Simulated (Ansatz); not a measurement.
An Ansatz (a program for electronic structure) input (r2SCAN/PAW in Ansatz, no SOC):

Ansatz 0.2 input:
```yaml
crystal:
  lattice:
    - [6.332672832, 0, 0]
    - [0, 6.332672832, 0]
    - [0, 0, 6.332672832]
  atoms:
    - { symbol: Cs, position: [0, 0, 0] }
    - { symbol: Pb, position: [0.5, 0.5, 0.5] }
    - { symbol: I, position: [0, 0.5, 0.5] }
    - { symbol: I, position: [0.5, 0.5, 0] }
    - { symbol: I, position: [0.5, 0, 0.5] }
basis: { ecutwfc: 500, ecutrho_ratio: 4, xc_grid: 4, fft_grid_basis: typed }
kpoints: { mp_grid: { grid: [8, 8, 8] } }
hamiltonian:
  xc: r2scan
  dispersion: none
  pseudopotentials: { kind: paw }
total_charge: 0.761873
scf: { occupations: { method: fermi_dirac, width: 0.0259 }, convergence: { dr2_threshold: 0.0000000005 } }
relax: { f_tol: 0.005, max_steps: 30 }
output: { forces: true, stress: true }
checkpoint: { write: state.ck, write_every: 1000 }
```

Task: Which symmetry and how many k-points will the program report, and about how many plane waves at Γ?

Result: Space group Pm-3m (ITA 221) with 48 operations, k-points 35 of 512, and 6451 plane waves at Γ.

Charged cell with a jellium background: band edges are those of the host's band count, energies are not comparable with the neutral cell, and many-body gap narrowing is missing. No phonon test of stability was made. The cell was made from CsPbI$_{3}$ in the cubic perovskite structure (space group Pm-3m, No. 221) by this change: holes 3.0×10^21 cm⁻³. Many cubic perovskites are stable only at high temperature; tilts and polar distortions were not tested. This is not the structure that CsPbI3 has at room temperature and ambient pressure.
